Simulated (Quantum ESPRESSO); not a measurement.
PtSe2 (Sudovikovite), 3 atoms in the cell. It takes space group P-3m1 (No. 164, trigonal). The conventional cell has a = 3.724 Å, b = 3.724 Å, c = 5.062 Å, α = 90.00°, β = 90.00°, γ = 120.00°. Around Pt (site symmetry -3m) lie 6 Se at 2.49 Å. Around Se (site symmetry 3m) lie 3 Pt at 2.49 Å. 

- Program: Quantum ESPRESSO 7.5
- Task: phonons
- Functional: PBEsol
- Potentials or basis: GBRV 1.5 PBEsol
- Cutoff: 612 eV
- Density cutoff: 4898 eV
- k mesh: 4 × 4 × 2, shifted
- Occupations: fermi-dirac, width 0.05 eV
- Spin: no spin polarisation
- Target pressure: -3 GPa
- Mixing beta: 0.5
- Most SCF iterations: 120
- SCF threshold: 6e-10 Ry

Potentials or basis: GBRV 1.5 PBEsol.

Run with:

```console
$ OMP_NUM_THREADS=1 pw.x -in pw.in > pw.out
$ OMP_NUM_THREADS=1 pw.x -in relax.in > relax.out
$ OMP_NUM_THREADS=1 pw.x -in gamma.in > gamma.out
$ OMP_NUM_THREADS=1 pw.x -in scf2.in > scf2.out
$ OMP_NUM_THREADS=1 ph.x -in ph.in > ph.out
$ OMP_NUM_THREADS=1 dynmat.x -in dynmat.in > dynmat.out
$ OMP_NUM_THREADS=1 dynmat.x -in dynmat_lo.in > dynmat_lo.out
```

Hardware: 1 thread of Intel(R) Xeon(R) Processor @ 2.50GHz (Skylake/Cascade Lake) (shared host).

Estimate the wall time of this run.

Run time: 25 min on 1 thread of Intel(R) Xeon(R) Processor @ 2.50GHz (Skylake/Cascade Lake), on a shared host, peak memory 0.27 GiB. Counts: scf iterations 255, k pools 1, bands 21, ion steps 33, k points 5, g dense 47337.
